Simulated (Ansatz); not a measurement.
# HfO2: how well frozen cores do, part 1 of 2

Aim: solve HfO2 at one geometry with LAPW, all electrons, frozen-core PAW and all-electron PAW on datasets made for the crystal, and see where they agree.

Method: DFT PBE, scalar-relativistic, in Ansatz 0.2.0.

**1. The starting structure**

The structure is cubic, space group Fm-3m (No. 225). The conventional cell has a = 5.115 Å, b = 5.115 Å, c = 5.115 Å, α = 90.00°, β = 90.00°, γ = 90.00°. Around Hf (site symmetry m-3m) lie 8 O at 2.21 Å. O (site symmetry -43m) has 4 Hf at 2.21 Å as nearest neighbours.

Coordinates:

```
CELL_PARAMETERS angstrom
0.00000 2.55750 2.55750
2.55750 0.00000 2.55750
2.55750 2.55750 0.00000
ATOMIC_POSITIONS crystal
Hf 0.00000 0.00000 0.00000
O 0.25000 0.25000 0.25000
O 0.75000 0.75000 0.75000
```

The structure is an experimental refinement, used without relaxation.

Atoms are numbered in the order of the input: Hf1, O2, O3.

**2. LAPW, all electrons**

File input.yaml:

```yaml
crystal:
  lattice:
    - [0.0, 2.5575, 2.5575]
    - [2.5575, 0.0, 2.5575]
    - [2.5575, 2.5575, 0.0]
  atoms:
    - { symbol: Hf, position: [0.0, 0.0, 0.0] }
    - { symbol: O, position: [0.25, 0.25, 0.25] }
    - { symbol: O, position: [0.75, 0.75, 0.75] }
kpoints:
  mp_grid: { grid: [8, 8, 8] }
  band_path:
    path:
      - [0.0, 0.0, 0.0]
      - [0.5, 0.0, 0.5]
      - [0.625, 0.25, 0.625]
      - [0.375, 0.375, 0.75]
      - [0.0, 0.0, 0.0]
      - [0.5, 0.5, 0.5]
      - [0.5, 0.25, 0.75]
      - [0.5, 0.0, 0.5]
    npoints: 8
scf:
  occupations: { method: fermi_dirac, width: 0.01 }
hamiltonian:
  xc: pbe
  pseudopotentials: { kind: all_electron, lapw: { basis_error: 0.001 } }
output:
  forces: true
  stress: true
  eigenvalues: true
  populations: true
  dos: { projected: true, de: 0.2, e_range: [-14, 8] }
```

Log:

```text
Hf: projections on atomic orbitals take those of the free atom 1s2 2s2 2p6 3s2 3p6 3d10 4s2 4p6 4d10 4f14 5s2 5p6 5d2 6s2, of charge +0.00 (hamiltonian.pseudopotentials.projection_atoms)
O: projections on atomic orbitals take those of the free atom 1s2 2s2 2p4, of charge +0.00 (hamiltonian.pseudopotentials.projection_atoms)
LAPW: plane waves up to 9.874 Å⁻¹, error target 1.0e-3 eV per atom; small_component_spin mean_spin; O in spheres of 0.952 Å, 8 of its electrons in bands, Dirac shells []; Hf in spheres of 1.263 Å, 42 of its electrons in bands, Dirac shells []
Engine: ansatz 0.2.0
Pseudopotentials: kind: all_electron
Pseudopotential: Hf, LAPW, valence charge 42, Koelling and Harmon's equation, gaussian nucleus
Pseudopotential: O, LAPW, valence charge 8, Koelling and Harmon's equation, gaussian nucleus
Functional definition: PBE
  parameter kappa = 0.804
  parameter beta = 0.06672455060314922
  exchange = pbe_x(kappa = kappa, mu = beta*pi^2/3)
  correlation = pbe_c(beta = beta)
Crystal: 3 atoms, lattice volume = 33.456 Å³
Basis set: ecut = 371.47124322015463 eV, 537 PW (Γ), exchange–correlation at level 2
Bands: 35, of which v1, the nominal top of the filled ones, is band 29 counted from 1 (28 counted from 0)
Symmetry: 48 space group operations
Space group: Fm-3m (ITA 225), of the structure as read, at distance tolerance 3.2e-5 Å
k-points: 29 of 512
Non-local potential: Hf, projectors of the file, none
Non-local potential: O, projectors of the file, none
Initial density: superposition of atomic densities (chi_scale 0.1, normalization cell, long waves kept (reshape's long-wave potential 0.00 eV rms))
Initial wavefunctions: plane waves of lowest kinetic energy (no species holds an atomic orbital)
Functional: x = pbe(κ = 0.804, μ = 0.2195149727645171), c = pbe(β = 0.06672455060314922)
iter 1 solved again at ethr=1.32e-2 eV; its pass at ethr=1.00e-1 eV (dr2=7.67e0 eV) is discarded
SCF iter   1: F=—  HF=-414356.389890 eV  |F-HF|=—  |Δ(HF+E_count)|=         —  Δρ=1.41e-1  dr2=7.66e0  ethr=1.32e-2  ⟨swp⟩=2.0  Hψ=6241  notcnv=0
preconditioner: auto → none  [insulator: Δε(μ)=6.895 eV  Ē_g=19.458 eV  σ=0.010 eV  W_gap=1.00  n_scr=14 (ndim 8)  ℏωp=38.5 eV  f_vac=0.045  D(μ)=0.00/eV (n_scr^D=0)  ε∞_Penn≈4.9]
SCF iter   2: F=—  HF=-414353.633880 eV  |F-HF|=—  |Δ(HF+E_count)|=    2.76e0  Δρ=6.23e-2  dr2=1.23e0  ethr=1.32e-2  ⟨swp⟩=3.0  Hψ=3060  notcnv=0
SCF iter   3: F=—  HF=-414352.217607 eV  |F-HF|=—  |Δ(HF+E_count)|=    1.42e0  Δρ=2.45e-2  dr2=2.38e-1  ethr=2.11e-3  ⟨swp⟩=3.0  Hψ=3360  notcnv=0
iter 4 solved again at ethr=9.62e-6 eV; its pass at ethr=4.10e-4 eV (dr2=5.58e-3 eV) is discarded
SCF iter   4: F=—  HF=-414352.206277 eV  |F-HF|=—  |Δ(HF+E_count)|=         —  Δρ=3.90e-3  dr2=5.58e-3  ethr=9.62e-6  ⟨swp⟩=2.0  Hψ=5422  notcnv=0
the basis was enlarged: its passes take 540.0 KiB over the memory plan, 1 of 1 planned eigensolver slots
SCF iter   5: F=—  HF=-414352.183614 eV  |F-HF|=—  |Δ(HF+E_count)|=   2.27e-2  Δρ=5.17e-3  dr2=1.14e-2  ethr=9.62e-6  ⟨swp⟩=2.8  Hψ=3255  notcnv=0
SCF iter   6: F=—  HF=-414352.179383 eV  |F-HF|=—  |Δ(HF+E_count)|=   4.23e-3  Δρ=2.64e-3  dr2=2.97e-3  ethr=9.62e-6  ⟨swp⟩=2.0  Hψ=3214  notcnv=0
SCF iter   7: F=—  HF=-414352.177719 eV  |F-HF|=—  |Δ(HF+E_count)|=   1.66e-3  Δρ=1.51e-4  dr2=4.99e-6  ethr=5.13e-6  ⟨swp⟩=2.0  Hψ=3210  notcnv=0
SCF iter   8: F=—  HF=-414352.177726 eV  |F-HF|=—  |Δ(HF+E_count)|=   6.72e-6  Δρ=6.41e-5  dr2=1.81e-6  ethr=8.60e-9  ⟨swp⟩=3.0  Hψ=3234  notcnv=0
SCF iter   9: F=—  HF=-414352.177725 eV  |F-HF|=—  |Δ(HF+E_count)|=   3.86e-7  Δρ=1.50e-5  dr2=1.00e-7  ethr=3.12e-9  ⟨swp⟩=2.0  Hψ=3046  notcnv=0
SCF iter  10: F=-414352.177725 eV  HF=-414352.177725 eV  |F-HF|=9.90e-10  |Δ(HF+E_count)|=   2.94e-8  Δρ=1.58e-6  dr2=1.10e-9  ethr=1.73e-10  ⟨swp⟩=2.1  Hψ=3047  notcnv=0
SCF 1 converged in 10 iterations: F = -414352.177725 eV  dr2 = 1.10e-9
NSCF: frozen V_eff on 57 k-points
SCF converged after 10 iterations
Free energy (F): -414352.177725 eV
Harris-Foulkes:  -414352.177725 eV  (|F-HF|=9.90e-10)
Internal energy: -414352.177725 eV  (E = F + TS)
E sigma→0 (E₀):  -414352.177725 eV
Fermi energy:    17.630082 eV
--- Per-component energies (eV) ---
  E_band       = -5901.164018
  E_kinetic    = 460572.234091
  E_xc         = -8883.029275
  E_electrostatic = -866041.382541  (all electrons and nuclei)
  E_smearing   = -0.000000  (= −TS)
  E_closure    = 0.000000  (closes the sum)
  E_atoms      = -414324.728036  (free atoms, spherical and without spin; not in F)
  Σ components = -414352.177725   (vs F -414352.177725, Δ=0.00e0)
  Basis errors (estimates in eV, not in F): energy 3.7e-4 per atom: plane waves 3.3e-4 (1.9e-4 summed), levels above the bands 0.0e0, relativity 9.0e-8, radial functions 4.2e-5, core shells 1.2e-6; eigenvalues (radial functions only) 6.6e-6; not estimated: angular momenta, meshes, grids; target (lapw.basis_error) 1.0e-3; muffin-tin radii O 0.952 Å, Hf 1.263 Å
--- Forces (eV/Å), atoms counted from 1 ---
  atom   1  Hf     0.00000000    -0.00000000    -0.00000000
  atom   2  O     -0.00000000     0.00000000    -0.00000000
  atom   3  O     -0.00000000    -0.00000000     0.00000000
  max |Σ_I F_I| component: 1.39e-17 eV/Å
--- Stress (GPa, compression-positive) ---
       -2.455847       0.000000      -0.000000
        0.000000      -2.455847      -0.000000
       -0.000000      -0.000000      -2.455847
  P = ⅓ Tr σ = -2.4558 GPa (-24.558 kbar)
--- Band table (eV; the first three rows and the last of 29) ---
  k-point 0: bands = ["-488.3754", "-488.3754", "-356.8643", "-356.8643", "-356.8643", "-184.7591", "-184.7591", "-184.7347", "-184.7347", "-184.7347", "-45.3853", "-13.9081", "-13.9081", "-13.9081", "-2.8348", "-0.0976", "4.6910", "4.6910", "4.6910", "4.7520", "4.7520", "4.7520", "4.9476", "10.5439", "10.5439", "10.5439", "15.1685", "15.1685", "15.1685", "19.5904", "19.5904", "21.3472", "25.8807", "25.8807", "25.8807"]
  k-point 1: bands = ["-488.3754", "-488.3754", "-356.8643", "-356.8643", "-356.8643", "-184.7591", "-184.7591", "-184.7347", "-184.7347", "-184.7347", "-45.3835", "-13.9687", "-13.9147", "-13.9147", "-2.6415", "-0.2317", "4.6939", "4.6939", "4.6947", "4.7470", "4.7470", "4.7522", "4.9060", "10.6926", "10.6926", "10.9533", "14.7090", "14.8925", "14.8925", "19.8631", "19.8631", "21.9595", "25.2196", "25.6302", "25.6302"]
  k-point 2: bands = ["-488.3754", "-488.3754", "-356.8643", "-356.8643", "-356.8643", "-184.7591", "-184.7591", "-184.7347", "-184.7347", "-184.7347", "-45.3792", "-14.1101", "-13.9308", "-13.9308", "-2.1806", "-0.5122", "4.6997", "4.6997", "4.7062", "4.7370", "4.7370", "4.7525", "4.8309", "11.0577", "11.0577", "11.8997", "13.8011", "14.3835", "14.3835", "20.2732", "20.2732", "22.6279", "24.7144", "25.1756", "25.1756"]
  k-point 28: bands = ["-488.3754", "-488.3754", "-356.8643", "-356.8643", "-356.8643", "-184.7591", "-184.7591", "-184.7347", "-184.7347", "-184.7347", "-45.3692", "-14.1734", "-14.1734", "-14.0214", "-0.9985", "-0.9985", "4.7170", "4.7175", "4.7200", "4.7234", "4.7234", "4.7427", "4.7427", "10.5853", "10.7997", "13.2394", "13.2394", "14.3733", "15.5721", "20.4855", "20.8128", "22.6300", "22.6300", "23.8528", "28.4445"]
--- Löwdin populations: 3 sites ---
  site symbol       q [e]
     0     Hf     70.5186
     1      O      8.6937
     2      O      8.6937
  spilling = 0.001069 (of n_electrons = 88.000000)
```

It took 16 s on 1 thread, shared host.

Read from it: pressure -2.46 GPa; gap 3.71 eV, direct at X.

Levels at the path's labelled points, in eV from the valence-band top:

```
point  band 26  band 27  band 28  band 29  band 30  band 31  band 32
    Γ    -5.23    -0.60    -0.60    -0.60     3.82     3.82     5.57
    X    -3.41    -1.54    -1.54     0.00     3.71     5.38     6.40
    U    -3.30    -2.21    -1.33    -0.33     4.23     5.30     6.69
    K    -3.30    -2.21    -1.33    -0.33     4.23     5.30     6.69
    Γ    -5.23    -0.60    -0.60    -0.60     3.82     3.82     5.57
    L    -3.06    -2.67    -1.81    -1.81     4.51     4.51     6.75
    W    -2.53    -2.53    -1.40    -0.20     4.71     5.04     6.86
    X    -3.41    -1.54    -1.54     0.00     3.71     5.38     6.40
```

States per cell in windows of 1 eV (zero at the valence-band top; grid of 0.20 eV, so sharp peaks spill over the borders):

```
from  to  total  O 2p  Hf 5d
 -10  -9   0.00  0.00   0.00
  -9  -8   0.00  0.00   0.00
  -8  -7   0.00  0.00   0.00
  -7  -6   0.03  0.02   0.01
  -6  -5   0.72  0.49   0.16
  -5  -4   3.07  2.24   0.70
  -4  -3   2.09  1.68   0.28
  -3  -2   1.58  1.33   0.15
  -2  -1   2.93  2.59   0.25
  -1   0   1.58  1.47   0.07
   0   1   0.00  0.00   0.00
   1   2   0.00  0.00   0.00
   2   3   0.00  0.00   0.00
   3   4   0.03  0.00   0.02
   4   5   3.08  0.34   2.65
   5   6   0.89  0.05   0.82
   6   7   1.28  0.07   0.80
   7   8   1.76  0.24   1.11
```

**3. Frozen-core PAW**

Changes to input.yaml since step 2:

```diff
@@ -26,3 +26,3 @@
   xc: pbe
-  pseudopotentials: { kind: all_electron, lapw: { basis_error: 0.001 } }
+  pseudopotentials: { kind: paw }
 output:
@@ -31,3 +31,5 @@
   eigenvalues: true
+  efg: { contact_densities: true }
   populations: true
+  bader: true
   dos: { projected: true, de: 0.2, e_range: [-14, 8] }
```

Log:

```text
Hf: output.efg is read without spin–orbit coupling, which moves field gradients at and beside such atoms by some per cent and up to a factor of two; PAW files take it under magnetization.noncollinear and magnetization.spin_orbit
[... 1 set-up line as earlier in the session ...]
Pseudopotentials: kind: paw
Pseudopotential: Hf, paw, valence charge 26, recommended cutoff 420 eV (normal)
Pseudopotential: O, paw, valence charge 6, recommended cutoff 420 eV (normal)
[... 5 set-up lines as earlier in the session ...]
Crystal: 3 atoms, lattice volume = 33.456 Å³
Basis set: ecut = 420 eV, 645 PW (Γ), exchange–correlation on 50×50×50 points (8 copies of the dense FFT grid, shifted against one another)
Bands: 23, of which v1, the nominal top of the filled ones, is band 19 counted from 1 (18 counted from 0)
[... 2 set-up lines as earlier in the session ...]
k-points: 29 of 512
Non-local potential: Hf, projectors of the file, l = 0: 3, l = 1: 2, l = 2: 2, l = 3: 3
Non-local potential: O, projectors of the file, l = 0: 2, l = 1: 2, l = 2: 1
PAW form: soft (Blöchl's): semilocal exchange-correlation on the pseudo side does not see the compensation charge
PAW one-centre angular grid: Hf, 590 points (default); XC on 64 Gauss nodes
PAW one-centre angular grid: O, 110 points (default); XC on 64 Gauss nodes
Initial density: superposition of atomic densities (neutral atoms: chi_scale 0, normalization atom), corrected by the library's trained network
Initial wavefunctions: pseudopotential atomic-orbital guess
[... 1 set-up line as earlier in the session ...]
SCF iter   1: F=—  HF=-16861.406326 eV  |F-HF|=—  |Δ(HF+E_count)|=         —  Δρ=2.41e-3  dr2=1.40e-3  ethr=1.77e-3  ⟨swp⟩=5.0  Hψ=2477  notcnv=0
preconditioner: auto → none  [insulator: Δε(μ)=3.739 eV  Ē_g=18.148 eV  σ=0.010 eV  W_gap=1.00  n_scr=14 (ndim 8)  ℏωp=38.5 eV  f_vac=0.066  D(μ)=0.00/eV (n_scr^D=0)  ε∞_Penn≈5.5]
SCF iter   2: F=—  HF=-16861.407250 eV  |F-HF|=—  |Δ(HF+E_count)|=   9.24e-4  Δρ=1.83e-3  dr2=8.14e-4  ethr=3.69e-6  ⟨swp⟩=2.0  Hψ=1499  notcnv=0
SCF iter   3: F=—  HF=-16861.407140 eV  |F-HF|=—  |Δ(HF+E_count)|=   1.09e-4  Δρ=6.76e-4  dr2=5.74e-5  ethr=2.14e-6  ⟨swp⟩=2.0  Hψ=1075  notcnv=0
SCF iter   4: F=—  HF=-16861.407421 eV  |F-HF|=—  |Δ(HF+E_count)|=   2.81e-4  Δρ=1.23e-4  dr2=4.30e-6  ethr=1.51e-7  ⟨swp⟩=2.0  Hψ=1291  notcnv=0
SCF iter   5: F=—  HF=-16861.407421 eV  |F-HF|=—  |Δ(HF+E_count)|=   8.23e-7  Δρ=5.54e-5  dr2=6.77e-7  ethr=1.13e-8  ⟨swp⟩=2.1  Hψ=860  notcnv=0
SCF iter   6: F=-16861.407420 eV  HF=-16861.407420 eV  |F-HF|=6.33e-8  |Δ(HF+E_count)|=   9.50e-8  Δρ=9.68e-6  dr2=1.58e-8  ethr=2.63e-10  ⟨swp⟩=3.1  Hψ=3015  notcnv=0
SCF 1 converged in 6 iterations: F = -16861.407420 eV  dr2 = 1.58e-8
NSCF: frozen V_eff on 57 k-points
SCF converged after 6 iterations
Free energy (F): -16861.407420 eV
Harris-Foulkes:  -16861.407420 eV  (|F-HF|=6.33e-8)
Internal energy: -16861.407420 eV  (E = F + TS)
E sigma→0 (E₀):  -16861.407420 eV
Fermi energy:    17.385030 eV
--- Per-component energies (eV) ---
  E_band       = 31.843397
  E_kinetic    = 769.827526
  E_local      = -5811.763748  (includes V_loc(G=0)·N_el)
  E_nonlocal   = -1147.597233
  E_hartree    = 2659.729266
  E_xc         = -447.325712
  E_vxc        = -454.251616  (∫ρ·V_xc dr)
  E_paw        = -7242.175317  (= ΣΔE_a)
  E_vpaw       = 1356.173686  (= ΣTr[D̂ρ^β])
  E_aug_tail   = 0.004955  (compensation charges beyond the density's cutoff)
  E_ewald      = -5642.107159
  E_smearing   = -0.000000  (= −TS)
  E_closure    = 0.000000  (closes the sum)
  Σ components = -16861.407420   (vs F -16861.407420, Δ=0.00e0)
--- Forces (eV/Å), atoms counted from 1 ---
  atom   1  Hf    -0.00000000     0.00000000     0.00000000
  atom   2  O     -0.00000000    -0.00000000     0.00000000
  atom   3  O      0.00000000     0.00000000     0.00000000
  max |Σ_I F_I| component: 2.31e-18 eV/Å
--- Stress (GPa, compression-positive) ---
       -2.461425      -0.000000       0.000000
        0.000000      -2.461425      -0.000000
        0.000000       0.000000      -2.461425
  P = ⅓ Tr σ = -2.4614 GPa (-24.614 kbar)
--- PAW observables at the nuclei: V_zz in 10²¹ V/m², potentials from the cell's mean, atoms counted from 1 ---
  atom   1  Hf V_zz =    +0.000000   η = 0.0000   by run symmetry: forbidden
            electrostatic potential = -14179.987128 V   contact ρ = 7528558.903227 e/Å³
  atom   2  O  V_zz =    -0.000000   η = 0.0000   by run symmetry: forbidden
            electrostatic potential = -631.315477 V   contact ρ = 2156.418588 e/Å³
  atom   3  O  V_zz =    -0.000000   η = 0.0000   by run symmetry: forbidden
            electrostatic potential = -631.315477 V   contact ρ = 2156.418588 e/Å³
--- Band table (eV; the first three rows and the last of 29) ---
  k-point 0: bands = ["-45.6331", "-14.1577", "-14.1577", "-14.1577", "-3.0841", "-0.3481", "4.4653", "4.4653", "4.4653", "4.5266", "4.5266", "4.5266", "4.7215", "10.2960", "10.2960", "10.2960", "14.9189", "14.9189", "14.9189", "19.3477", "19.3477", "21.1024", "25.6338"]
  k-point 1: bands = ["-45.6314", "-14.2184", "-14.1643", "-14.1643", "-2.8908", "-0.4820", "4.4682", "4.4682", "4.4690", "4.5215", "4.5215", "4.5267", "4.6799", "10.4446", "10.4446", "10.7044", "14.4601", "14.6440", "14.6440", "19.6196", "19.6196", "21.7147", "24.9729"]
  k-point 2: bands = ["-45.6271", "-14.3600", "-14.1804", "-14.1804", "-2.4298", "-0.7620", "4.4740", "4.4740", "4.4805", "4.5115", "4.5115", "4.5271", "4.6050", "10.8099", "10.8099", "11.6508", "13.5537", "14.1357", "14.1357", "20.0281", "20.0281", "22.3825", "24.4685"]
  k-point 28: bands = ["-45.6170", "-14.4235", "-14.4235", "-14.2713", "-1.2475", "-1.2475", "4.4913", "4.4919", "4.4943", "4.4979", "4.4979", "4.5172", "4.5172", "10.3371", "10.5523", "12.9923", "12.9923", "14.1269", "15.3236", "20.2409", "20.5642", "22.3828", "22.3828"]
--- Löwdin populations: 3 sites ---
  site symbol       q [e]
     0     Hf     24.5153
     1      O      6.6939
     2      O      6.6939
  spilling = 0.002550 (of n_electrons = 38.000000)
--- Bader charges: 3 sites ---
  site symbol  charge [e]  shift [e]
     0     Hf      2.6866     0.0038
     1      O     -1.3433     0.0019
     2      O     -1.3433     0.0019
  estimated error of the sums over rays = 2.3e-4 e
```

Run time: 15 s. Hardware: 1 thread, shared host.

Result: pressure -2.46 GPa; gap 3.72 eV, direct at X.

```
atom  Bader charge (e)  basin volume (Å³)
 Hf1             +2.69              10.00
  O2             -1.34              11.73
```

(Continued in part 2 of 2.)
